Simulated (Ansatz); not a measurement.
## LiF (zincblende): G0W0 against its settings

LiF (zincblende), relaxed with r2SCAN; one-shot G0W0 in Ansatz without spin-orbit coupling. Spin-unpolarised throughout. Whether this structure exists isn't addressed.

```yaml
crystal:
  lattice:
    - [0.00000, 2.14461, 2.14461]
    - [2.14461, 0.00000, 2.14461]
    - [2.14461, 2.14461, 0.00000]
  atoms:
    - { symbol: Li, position: [0.00000, 0.00000, 0.00000] }
    - { symbol: F, position: [0.25000, 0.25000, 0.25000] }
```

Gaps are read over the mesh points alone. G0W0 values are finite-basis, finite-mesh values.
```
 start       potentials      frequency model   mesh  empty bands  screening cutoff (eV)  Kohn-Sham gap (eV)  G0W0 gap (eV)        rough cost
   PBE              PAW  contour deformation  6×6×6           32                     80                7.93          11.97   10 core-seconds
   PBE              PAW  contour deformation  6×6×6           74                    140                7.93          12.06   27 core-seconds
   PBE              PAW  contour deformation  6×6×6          136                    210                7.93          12.23  100 core-seconds
 HSE06              PAW  contour deformation  6×6×6           74                    140               10.11          13.04   50 core-seconds
   LDA              PAW  contour deformation  6×6×6           74                    140                7.62          12.03   27 core-seconds
r2SCAN              PAW  contour deformation  6×6×6           74                    140                8.66          12.47   40 core-seconds
   PBE              PAW     Godby-Needs pole  6×6×6           74                    140                7.93          12.08   30 core-seconds
   PBE              PAW  contour deformation  8×8×8           32                     80                7.93          11.97   40 core-seconds
   PBE  norm-conserving  contour deformation  6×6×6           74                    140                7.91          12.05   70 core-seconds
```

The quasiparticle gap on this mesh is 12.23 eV (direct at Γ), against 7.93 eV from PBE: +4.30 eV. Renormalisation factors Z lie between 0.81 and 0.90.

Raising bands and cutoff together moves the gap by +0.09 eV (80 to 140 eV), then +0.17 eV (140 to 210 eV); the last step is still large, so the basis limit isn't reached. Starting from HSE06 (10.11 eV against PBE's 7.93 eV) gives 13.04 eV, +0.98 eV from G0W0@PBE at the same screening cutoff. Starting from LDA (7.62 eV against PBE's 7.93 eV) gives 12.03 eV, -0.03 eV from G0W0@PBE at the same screening cutoff. Starting from r2SCAN (8.66 eV against PBE's 7.93 eV) gives 12.47 eV, +0.41 eV from G0W0@PBE at the same screening cutoff. The Godby-Needs plasmon pole differs from contour deformation by +0.02 eV. An 8×8×8 mesh in place of 6×6×6 changes the opening over PBE by 0.00 eV (the gap on the mesh by 0.00 eV). Norm-conserving potentials (wave cutoff 1320 eV against 420 eV) shift the quasiparticle gap by -0.01 eV and the PBE gap by -0.02 eV. r2SCAN runs take a wave cutoff of 500 eV.
